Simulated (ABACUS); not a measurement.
**Ag under changes of volume**

One of the cells (17.048 Å³/atom); the others are scaled copies at fixed shape and fractional positions:

```
Ag
1.0
     0.00000    2.04275    2.04275
     2.04275    0.00000    2.04275
     2.04275    2.04275    0.00000
Ag
1
Cartesian
  0.0000 0.0000 0.0000
```

```yaml
Program: ABACUS 3.10.1
Functional: PBE
Potentials_or_basis: PseudoDojo NC SR 0.4.1 PBE standard
Cutoff: 1361 eV
Density_cutoff: 5442 eV
Basis: DZP LCAO (the cutoffs set its grid)
k_mesh: 11 × 11 × 11
Occupations: fermi-dirac, width 0.05 eV
Spin: no spin polarisation
```

```tsv
volume (Å³/atom)	energy over the lowest point (meV/atom)	pressure (GPa)
16.025	71.22	13.9
16.366	?	?
16.707	26.28	7.7
17.048	12.79	5.2
17.389	4.38	3.0
17.730	0.41	1.0
18.071	0.00	-0.6
```

Q: What does the run at 16.366 Å³/atom give?

A: Energy over the lowest point 45.49 meV/atom; pressure 10.6 GPa.

Worked out: A Birch-Murnaghan fit of order 3 (a polynomial in V^(-2/3)) to the other rows has its minimum at 17.93 Å³/atom with B0 = V·E''(V) = 85 GPa and B' = 6.7. It gives 45.42 meV/atom at 16.366 Å³/atom, against the run's 45.49, and -dE/dV = 10.5 GPa, against 10.6.

Energies are extrapolated to zero smearing.

Caveats: the atomic orbitals were generated for these runs and aren't a published set; the basis of atomic orbitals isn't converged, which shifts pressures, moduli and gaps.
